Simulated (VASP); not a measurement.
# Se (R-3m) in VASP: notebook

Aim: see how the results for Se move with the level of theory and the settings. Levels: r2SCAN, LDA. Tasks: relaxation of cell and atoms.

Program: VASP 6.6.1. These are calculated values, not measurements. Logs are shortened: lines on timing, memory, paths and dates and some standing lists are left out, and cuts for length are marked.

## Step 1: Starting point

The structure is trigonal, space group R-3m (No. 166). The conventional cell has a = 3.823 Å, b = 3.823 Å, c = 2.899 Å, α = 90.00°, β = 90.00°, γ = 120.00°. Around Se (site symmetry -3m) lie 6 Se at 2.41 Å.

This isn't the form of Se at room conditions, which is trigonal, of chains.

## Step 2: Relaxation of cell and atoms, r2SCAN, target pressure 125 GPa, at which the enthalpy is minimised

The input, INCAR:

```
SYSTEM = Se
  ALGO = Normal
  EDIFF = 1E-7
  EDIFFG = -0.005
  ENCUT = 600
  IBRION = 2
  ISIF = 3
  ISMEAR = 1
  LASPH = .True.
  LCHARG = .False.
  LMIXTAU = .True.
  LREAL = .False.
  LWAVE = .False.
  METAGGA = R2SCAN
  NELM = 80
  NSW = 90
  PREC = Accurate
  PSTRESS = 1250.0
  SIGMA = 0.1
```

The input, KPOINTS:

```
k-points
0
Gamma
  17 17 17
  0 0 0
```

The input, POSCAR:

```
Se                                      
1.0
    1.9112552355      1.1034637248      0.9664385279
   -1.9112552355      1.1034637248      0.9664385279
    0.0000000000     -2.2069274496      0.9664385279
  Se            
     1
Direct
     0.0000000000000000    0.0000000000000000    0.0000000000000000
```

Potentials or basis: VASP PAW PBE potentials, release 64 (Se).

Command:

```console
> cat potpaw_PBE.64/Se/POTCAR > POTCAR
> mpirun -np 1 vasp_std > vasp.out
```

OUTCAR:

```text
SYSTEM = Se
   EDIFF = 1E-7
   EDIFFG = -0.005
   ENCUT = 600
   IBRION = 2
   ISIF = 3
   ISMEAR = 1
   LASPH = .True.
   LREAL = .False.
   METAGGA = R2SCAN
   NELM = 80
   NSW = 90
   PREC = Accurate
   PSTRESS = 1250.0

 ion  position               nearest neighbor table
   1  0.000  0.000  0.000-

  LATTYP: Found a trigonal (rhomboedric) cell.
 ALAT       =     2.4092596779
 COS(alpha) =    -0.2586359942

  Lattice vectors:

 A1 = (   1.9112552355,   1.1034637248,   0.9664385279)
 A2 = (  -1.9112552355,   1.1034637248,   0.9664385279)
 A3 = (   0.0000000000,  -2.2069274496,   0.9664385279)

Analysis of symmetry for initial positions (statically):
=====================================================================
 Subroutine PRICEL returns:
 Original cell was already a primitive cell.

 Routine SETGRP: Setting up the symmetry group for a
 trigonal (rhombohedral) supercell.

 Subroutine GETGRP returns: Found 12 space group operations
 (whereof 12 operations were pure point group operations)
 out of a pool of 12 trial point group operations.

The static configuration has the point symmetry D_3d.

Analysis of symmetry for dynamics (positions and initial velocities):
=====================================================================
 Subroutine PRICEL returns:
 Original cell was already a primitive cell.

 Routine SETGRP: Setting up the symmetry group for a
 trigonal (rhombohedral) supercell.

 Subroutine GETGRP returns: Found 12 space group operations
 (whereof 12 operations were pure point group operations)
 out of a pool of 12 trial point group operations.

The dynamic configuration has the point symmetry D_3d.

 Subroutine INISYM returns: Found 12 space group operations
 (whereof 12 operations are pure point group operations),
 and found     1 'primitive' translations

----------------------------------------------------------------------------------------

                                     Primitive cell

  volume of cell :      12.2293

  direct lattice vectors                    reciprocal lattice vectors
     1.911255236  1.103463725  0.966438528     0.261608178  0.151039552  0.344908987
    -1.911255236  1.103463725  0.966438528    -0.261608178  0.151039552  0.344908987
     0.000000000 -2.206927450  0.966438528     0.000000000 -0.302079104  0.344908987

  length of vectors
     2.409259678  2.409259678  2.409259678     0.458490997  0.458490997  0.458490997

  position of ions in fractional coordinates (direct lattice)
     0.000000000  0.000000000  0.000000000

  ion indices of the primitive-cell ions
   primitive index   ion index
[... 81 lines left out ...]
   POTIM  = 0.5000    time-step for ionic-motion
   TEBEG  =    0.0;   TEEND  =   0.0 temperature during run
   PSTRESS= 1250.0 pullay stress
   NELECT =       6.0000    total number of electrons
   NUPDOWN=      -1.0000    fix difference up-down
   EMIN   =  10.00;   EMAX   =-10.00  energy-range for DOS
   EFERMI =   0.00;   METHOD = LEGACY
   ISMEAR =     1;   SIGMA  =   0.10  broadening in eV -4-tet -1-fermi 0-gaus
   EFERMI_NEDOS =   21; number of points for ismear=-14 and -15
   IALGO  =     38    algorithm
   IMIX   =      4    mixing-type and parameters
     AMIX     =   0.40;   BMIX     =  1.00
     AMIX_MAG =   1.60;   BMIX_MAG =  1.00
  volume/ion in A,a.u.               =      12.23        82.53
  Fermi-wavevector in a.u.,A,eV,Ry     =   1.291193  2.440001 22.683353  1.667179
  Thomas-Fermi vector in A             =   2.422978
   LORBIT       =      0    0 simple, 1 ext, 2 COOP (PROOUT), +10 PAW based schemes
   METAGGA = R2SCAN    functional components
   LHFCALC =     F    Hartree Fock is set to
   AEXX    =    0.0000 exact exchange contribution
   IVDW    =     0    specifies the selected vdW correction
   LEPSILON=     F    determine dielectric tensor
   LRPA    =     F    only Hartree local field effects (RPA)
 conjugate gradient relaxation of ions
 non-spin polarized calculation
 Methfessel and Paxton  Order N= 1 SIGMA  =   0.10
  energy-cutoff  :      600.00
  volume of cell :       12.23
 maximum number of plane-waves:       423
   NGX =  9   NGY =  9   NGZ =  9

 number of electron       6.0000001 magnetization

 Free energy of the ion-electron system (eV)
  ---------------------------------------------------
  ext. energy  EPLUGINS =         0.00000000
  ---------------------------------------------------
  free energy    TOTEN  =       -11.75925278 eV

  energy without entropy =      -11.75929437  energy(sigma->0) =      -11.75926664

 E-fermi :  13.3108     XC(G=0): -13.7618

 val. band max:       13.3033808185   @ k =  -0.4706   0.1176   0.1176
 cond. band min:      13.3516472891   @ k =  -0.2353   0.4706   0.2353
 fundamental gap:      0.0482664706
 Fermi energy:        13.3107930475

 k-point     1 :       0.0000    0.0000    0.0000
  band No.  band energies     occupation
      1     -10.1857      2.00000
      2      17.2034      0.00000
      3      20.1637      0.00000
      4      20.1637      0.00000
      5      24.3600      0.00000
      6      24.3600      0.00000
      7      28.5503      0.00000
[... 221 lines left out ...]
 k-point    24 :      -0.1176    0.0588    0.0000
  band No.  band energies     occupation
      1      -9.7834      2.00000
      2      15.3820      0.00000
      3      18.5011      0.00000
      4      19.9686      0.00000
      5      24.7964      0.00000
      6      27.0011      0.00000
      7      27.3548      0.00000

 [... further k-points ...]

------------------------ aborting loop because EDIFF is reached ----------------------------------------

  FORCE on cell =-STRESS in cart. coord.  units (eV):
  Direction    XX          YY          ZZ          XY          YZ          ZX
  --------------------------------------------------------------------------------------
  -------------------------------------------------------------------------------------
  Total        9.5443196      9.5443196      9.5433972      0.0000000      0.0000000      0.0000000
  in kB     1250.4125426   1250.4125428   1250.2917050      0.0000000      0.0000000      0.0000000
  external PRESSURE =       0.3722635 kB  Pullay stress =    1250.0000000 kB

 VOLUME and BASIS-vectors are now :
 -----------------------------------------------------------------------------
  energy-cutoff  :      600.00
  volume of cell :       12.23
      direct lattice vectors                 reciprocal lattice vectors
     1.911255236  1.103463725  0.966438528     0.261608178  0.151039552  0.344908987
    -1.911255236  1.103463725  0.966438528    -0.261608178  0.151039552  0.344908987
     0.000000000 -2.206927450  0.966438528     0.000000000 -0.302079104  0.344908987

 POSITION                                       TOTAL-FORCE (eV/Angst)
 -----------------------------------------------------------------------------------
      0.00000      0.00000      0.00000        -0.000000      0.000000     -0.000000
 -----------------------------------------------------------------------------------
    total drift:                                0.000000     -0.000000      0.000000

  FREE ENERGIE OF THE ION-ELECTRON SYSTEM (eV)
  ---------------------------------------------------
  free  energy   TOTEN  =       -11.7592527833 eV

  energy  without entropy=      -11.7592943680  energy(sigma->0) =      -11.75926664

  enthalpy is  TOTEN    =        -2.2180821019 eV   P V=        9.5411706814

 reached required accuracy - stopping structural energy minimisation
```

It took 2.3 min on 1 thread of Intel Xeon 6975P-C (Granite Rapids), shared host; peak memory 0.16 GiB.

What came out:

| Item | Value |
| --- | --- |
| Free energy | -11.7593 eV |
| Pressure after relaxing | 125.0 GPa |
| Band gap on the k mesh | none (metal or under the smearing width) |

Final structure:
```xyz
1
Lattice="1.9113 1.1035 0.9664 -1.9113 1.1035 0.9664 0.0000 -2.2069 0.9664" Properties=species:S:1:pos:R:3 pbc="T T T"
Se    0.0000    0.0000    0.0000
```

Levels at points of the mesh, in eV from the Fermi level:
```tsv
k point	band 1	band 2	band 3	band 4	band 5	band 6
(0.00, 0.00, 0.00)	-23.50	3.89	6.85	6.85	11.05	11.05
```

Caveat: the relaxation stopped at its first step, so nothing moved; the cell is relaxed towards a set pressure, so the enthalpy falls and the energy may rise; the PAW data sets were made with another functional, which shifts forces and pressure a little.

## Step 3: Relaxation of cell and atoms, LDA, target pressure 148 GPa, at which the enthalpy is minimised

This run uses another cell than the first one, of 11.32 Å³/atom, 0.925 times its volume.

The input, INCAR:

```
SYSTEM = Se
ALGO = Normal
EDIFF = 1E-6
EDIFFG = -0.01
ENCUT = 600
GGA = CA
IBRION = 2
ISIF = 3
ISMEAR = 1
LASPH = .TRUE.
LCHARG = .FALSE.
LREAL = .FALSE.
LWAVE = .FALSE.
NELM = 80
NSW = 90
PREC = Accurate
PSTRESS = 1480.0
SIGMA = 0.1
```

The input, KPOINTS:

```
k-points
0
G
  17 17 17
  0 0 0
```

The input, POSCAR:

```
Se
1.0
    1.9250000000      1.1113992682      0.8816666667
   -1.9250000000      1.1113992682      0.8816666667
    0.0000000000     -2.2227985364      0.8816666667
Se
1
Direct
    0.0000000000      0.0000000000      0.0000000000
```

Potentials or basis: VASP PAW LDA potentials, release 64 (Se).

Command:

```console
> cat potpaw_LDA.64/Se/POTCAR > POTCAR
> mpirun -np 1 vasp_std > vasp.out
```

It took 99 s on 1 thread of Intel Xeon Platinum 8259CL at 2.50GHz (Skylake/Cascade Lake), shared host; peak memory 0.16 GiB.

The run converged. Its results:

- Free energy: -1.5025 eV
- Relaxed volume: 11.31 Å³/atom
- Relaxed cell: a = 2.401 Å, b = 2.401 Å, c = 2.401 Å, α = 107.66°, β = 107.66°, γ = 107.66°
- Space group after relaxing (to 0.05 Å): R-3m (No. 166)
- Energy change on relaxing (the enthalpy is what falls): +4.3 meV/atom
- Ionic steps: 9
- Pressure after relaxing: 148.0 GPa
- Band gap on the k mesh: none (metal or under the smearing width)

The path:
```tsv
step	energy change (eV)	largest force (eV/Å)	pressure (GPa)	volume (Å³)
1	0.0000	0.0000	148.63	11.32
2	-0.0668	0.0000	144.37	11.39
3	-0.0304	0.0000	146.67	11.35
4	-0.0168	0.0000	147.26	11.34
5	0.0256	0.0000	149.17	11.29
6	0.0164	0.0000	148.79	11.30
7	-0.0035	0.0000	147.38	11.32
8	0.0070	0.0000	148.13	11.31
9	0.0043	0.0000	148.01	11.31
```

Final structure:
```
Se
1.0
     1.93805    1.11893    0.86938
    -1.93805    1.11893    0.86938
     0.00000   -2.23787    0.86938
Se
1
Direct
  0.00000 0.00000 0.00000
```

Levels at points of the mesh, in eV from the Fermi level:
| k point | band 1 | band 2 | band 3 | band 4 | band 5 | band 6 | band 7 |
| --- | --- | --- | --- | --- | --- | --- | --- |
| (0.00, 0.00, 0.00) | -23.65 | 5.70 | 7.69 | 7.69 | 12.79 | 12.79 | 14.80 |

Caveat: the cell is relaxed towards a set pressure, so the enthalpy falls and the energy may rise.

## Step 4: Relaxation of cell and atoms, LDA, target pressure 148 GPa, at which the enthalpy is minimised

This run uses another cell than the first one, of 11.31 Å³/atom, 0.925 times its volume.

Edit INCAR of step 3 so:

```diff
@@ -2,4 +2,4 @@
 ALGO = Normal
-EDIFF = 1E-6
-EDIFFG = -0.01
+EDIFF = 1E-7
+EDIFFG = -0.005
 ENCUT = 600
```

KPOINTS is that of step 3.

The input, POSCAR:

```
Se                                      
1.0
    1.9380520890      1.1189348954      0.8693769233
   -1.9380520890      1.1189348954      0.8693769233
    0.0000000000     -2.2378697907      0.8693769233
  Se            
     1
Direct
     1.0000000000000000    0.0000000000000000    0.0000000000000000
```

Command:

```console
> cat potpaw_LDA.64/Se/POTCAR > POTCAR
> mpirun -np 1 vasp_std > vasp.out
```

It took 23 s on 1 thread of Intel Xeon Platinum 8259CL at 2.50GHz (Skylake/Cascade Lake), shared host; peak memory 0.16 GiB.

It converged, with:

```
Free energy             : -1.5025 eV
Pressure after relaxing : 148.0 GPa
Band gap on the k mesh  : none (metal or under the smearing width)
```

Final structure:
```
Se
1.0
     1.93805    1.11893    0.86938
    -1.93805    1.11893    0.86938
     0.00000   -2.23787    0.86938
Se
1
Direct
  0.00000 0.00000 0.00000
```

Levels at points of the mesh, in eV from the Fermi level:
| k point | band 1 | band 2 | band 3 | band 4 | band 5 | band 6 |
| --- | --- | --- | --- | --- | --- | --- |
| (0.00, 0.00, 0.00) | -23.65 | 5.70 | 7.69 | 7.69 | 12.79 | 12.79 |

Caveat: the relaxation stopped at its first step, so nothing moved; the cell is relaxed towards a set pressure, so the enthalpy falls and the energy may rise.

## Step 5: Relaxation of cell and atoms, LDA, target pressure 125 GPa, at which the enthalpy is minimised

This run uses another cell than the first one, of 11.32 Å³/atom, 0.925 times its volume.

The input, INCAR:

```
PREC = Accurate
ENCUT = 600
EDIFF = 1E-6
ISMEAR = 1
SIGMA = 0.1
LREAL = False
LASPH = True
NELM = 80
ALGO = Normal
ISIF = 3
LWAVE = False
LCHARG = False
IBRION = 2
NSW = 90
EDIFFG = -0.01
PSTRESS = 1250.0
```

The input, KPOINTS:

```
regular mesh
0
Gamma
  17 17 17
```

The input, POSCAR:

```
Se
1.0
    1.9250000000      1.1113992682      0.8816666667
   -1.9250000000      1.1113992682      0.8816666667
    0.0000000000     -2.2227985364      0.8816666667
Se
1
Direct
    0.0000000000      0.0000000000      0.0000000000
```

Command:

```console
> cat potpaw_LDA.64/Se/POTCAR > POTCAR
> mpirun -np 1 vasp_std > vasp.out
```

It took 91 s on 1 thread of Intel Xeon Platinum 8375C at 2.90GHz (Ice Lake), shared host; peak memory 0.16 GiB.

Results (log left out):

- Free energy: -1.9175 eV
- Relaxed volume: 11.80 Å³/atom
- Relaxed cell: a = 2.424 Å, b = 2.424 Å, c = 2.424 Å, α = 107.17°, β = 107.17°, γ = 107.17°
- Space group after relaxing (to 0.05 Å): R-3m (No. 166)
- Energy change on relaxing (the enthalpy is what falls): -410.7 meV/atom
- Ionic steps: 10
- Pressure after relaxing: 125.0 GPa
- Band gap on the k mesh: none (metal or under the smearing width)

The path:
```tsv
step	energy change (eV)	largest force (eV/Å)	pressure (GPa)	volume (Å³)
1	0.0000	0.0000	148.63	11.32
2	-1.6833	0.0000	49.97	14.28
3	-0.4482	0.0000	122.72	11.85
4	-0.4099	0.0000	124.89	11.80
5	-0.4022	0.0000	125.34	11.79
6	-0.4041	0.0000	125.29	11.79
7	-0.4074	0.0000	125.26	11.80
8	-0.4060	0.0000	125.27	11.79
9	-0.4330	0.0000	123.72	11.83
10	-0.4107	0.0000	124.99	11.80
```

Final structure:
```cif
data_structure
_symmetry_space_group_name_H-M 'P 1'
_symmetry_Int_Tables_number 1
_cell_length_a 2.4237
_cell_length_b 2.4237
_cell_length_c 2.4237
_cell_angle_alpha 107.175
_cell_angle_beta 107.175
_cell_angle_gamma 107.175
_cell_volume 11.80
loop_
_atom_site_label
_atom_site_type_symbol
_atom_site_fract_x
_atom_site_fract_y
_atom_site_fract_z
_atom_site_occupancy
Se1 Se 0.00000 0.00000 0.00000 1
```

Levels at points of the mesh, in eV from the Fermi level:
```csv
k point,band 1,band 2,band 3,band 4,band 5,band 6
"(0.00, 0.00, 0.00)",-22.96,5.06,7.23,7.23,12.32,12.32
```

Caveat: the cell is relaxed towards a set pressure, so the enthalpy falls and the energy may rise.

## Step 6: The runs side by side

```tsv
level	potentials or basis	cell	target pressure	gap on the mesh (eV)	pressure (GPa)
r2SCAN	VASP PAW PBE potentials, release 64 (Se)	relaxed to 125 GPa	125 GPa	none	125.0
LDA	VASP PAW LDA potentials, release 64 (Se)	relaxed to 148 GPa	148 GPa	none	148.0
LDA	VASP PAW LDA potentials, release 64 (Se)	relaxed to 125 GPa	125 GPa	none	125.0
```

Alike in all rows: task relaxation of cell and atoms; no spin polarisation; k mesh 17 × 17 × 17; cutoff (eV) 600; smearing methfessel-paxton 0.1 eV.

Caveats: the cell is relaxed towards a set pressure, so the enthalpy falls and the energy may rise; the relaxation stopped at its first step, so nothing moved (some runs); the PAW data sets were made with another functional, which shifts forces and pressure a little (some runs).

Total energies depend on the potentials used, so only differences within one code and one set of settings carry meaning.
